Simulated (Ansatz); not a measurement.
Bi2Te2Se:

```
Bi Te Se
1.0
     2.16097    1.24764   10.58557
    -2.16097    1.24764   10.58557
     0.00000   -2.49527   10.58557
Bi Te Se
2 2 1
Direct
  0.39172 0.39172 0.39172
  0.60828 0.60828 0.60828
  0.78040 0.78040 0.78040
  0.21960 0.21960 0.21960
  0.00000 0.00000 0.00000
```

The cell is a database's computed one.

| Item | Value |
| --- | --- |
| Program | Ansatz 0.2.0 |
| Task | relaxation of cell and atoms |
| Functional | PBEsol |
| Dispersion | D4 |
| Potentials or basis | Ansatz PAW |
| Cutoff | 420 eV (not typed: the program's choice for these potentials) |
| k mesh | 7 × 7 × 7 |
| Occupations | fermi-dirac, width 0.05 eV |
| Spin | no spin polarisation |

At the start: volume 34.25 Å³/atom.

Problem. How do energy, volume and symmetry change on relaxing?

Solution. It ends after 7 steps and the volume is 30.59 Å³/atom (-10.7 %); space group R-3m (No. 166, to 0.05 Å).

Step by step:
| step | energy change (eV) | largest force (eV/Å) | volume (Å³) |
| --- | --- | --- | --- |
| 1 | 0.0000 | 0.0551 | 171.24 |
| 2 | -0.1440 | 0.1405 | 151.94 |
| 3 | -0.1804 | 0.0294 | 152.35 |
| 4 | -0.1886 | 0.0213 | 153.25 |
| 5 | -0.1890 | 0.0124 | 152.88 |
| 6 | -0.1890 | 0.0023 | 152.97 |
| 7 | -0.1864 | 0.0025 | 152.97 |

Final structure:
```xyz
5
Lattice="2.1274 1.2283 9.7570 -2.1274 1.2283 9.7570 0.0000 -2.4565 9.7570" Properties=species:S:1:pos:R:3 pbc="T T T"
Bi    0.0000    0.0000   11.5674
Bi    0.0000    0.0000   17.7037
Te    0.0000    0.0000   23.0938
Te    0.0000    0.0000    6.1773
Se    0.0000    0.0000    0.0000
```

Caveat: the plane-wave basis is chosen anew once the cell has moved, so the energies of steps on either side of that aren't comparable; the PAW data sets come from PBE, with cores solved anew for the run's functional, which leaves a small shift of forces and pressure.
